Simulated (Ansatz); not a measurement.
A strain series on In2O3 (R-3c): epitaxial in the xy plane

In2O3 (R-3c) from a database of computed structures, relaxed with r2SCAN in Ansatz, then strained (epitaxial in the xy plane; changes of length per length, axes as in the cell below) with the atoms relaxed again within the symmetry that is left. The symmetry is R-3c (No. 167, trigonal); conventional cell a = 5.508 Å, c = 14.560 Å, 12.75 Å³ an atom. In has 6 O at 2.13–2.26 Å; O has 4 In at 2.13–2.26 Å. Calculated for a static, non-magnetic cell.

```
CELL_PARAMETERS angstrom
2.75390 1.58997 4.85346
-2.75390 1.58997 4.85346
0.00000 -3.17994 4.85346
ATOMIC_POSITIONS crystal
In 0.64292 0.64292 0.64292
In 0.85708 0.85708 0.85708
In 0.35708 0.35708 0.35708
In 0.14292 0.14292 0.14292
O 0.04659 0.75000 0.45341
O 0.75000 0.45341 0.04659
O 0.45341 0.04659 0.75000
O 0.95341 0.25000 0.54659
O 0.54659 0.95341 0.25000
O 0.25000 0.54659 0.95341
```

Gaps are the least over each mesh (PBE 6×6×6, r2SCAN 6×6×6, HSE06 4×4×4 when unstrained) and the special points, which keep their unstrained names; stress is the change from the unstrained cell, compression positive.

```csv
strain (%),free normal strain (%),"gap, PBE (eV)","gap, r2SCAN (eV)","gap, HSE06 (eV)","edges, HSE06","in-plane stress, r2SCAN (GPa)","energy rise, r2SCAN (meV/atom)"
-3.0,+3.31,1.362,1.939,2.869,Γ,+10.34,24.4
-2.0,+2.19,1.343,1.917,2.839,Γ,+6.79,10.7
-1.0,+1.08,1.304,1.882,2.796,Γ,+3.34,2.7
0.0,0.00,1.221,1.798,2.729,"(0, 0.193, -0.198) → Γ",0.00,0.0
+1.0,-1.02,1.112,1.685,2.617,"(0.010, 0.010, 0.302) → Γ",-3.28,2.6
+2.0,-2.00,0.991,1.558,2.481,"(-0.010, -0.010, 0.281) → Γ",-6.43,10.3
```

Q: Estimate the row for a strain of +3.0 %.

A:
```csv
strain (%),free normal strain (%),"gap, PBE (eV)","gap, r2SCAN (eV)","gap, HSE06 (eV)","edges, HSE06","in-plane stress, r2SCAN (GPa)","energy rise, r2SCAN (meV/atom)"
+3.0,-2.96,0.859,1.419,2.333,"(-0.021, -0.021, 0.260) → Γ",-9.45,23.0
```

Between zero and the nearest strains the slope of the HSE06 gap against strain is -0.066 eV per percent for negative and -0.112 for positive strain.

The runs are scalar-relativistic, without spin-orbit coupling.

Where an edge lies off the special points, it is a point of the mesh or the k point where a search put PBE's edge or least direct gap, reused for the other functionals, whose own edges may lie a little apart.

Coordinates of k points refer to the reciprocal vectors of the primitive cell of the runs.

The meshes of the hybrids are coarse, so their gaps aren't converged to the digits shown.
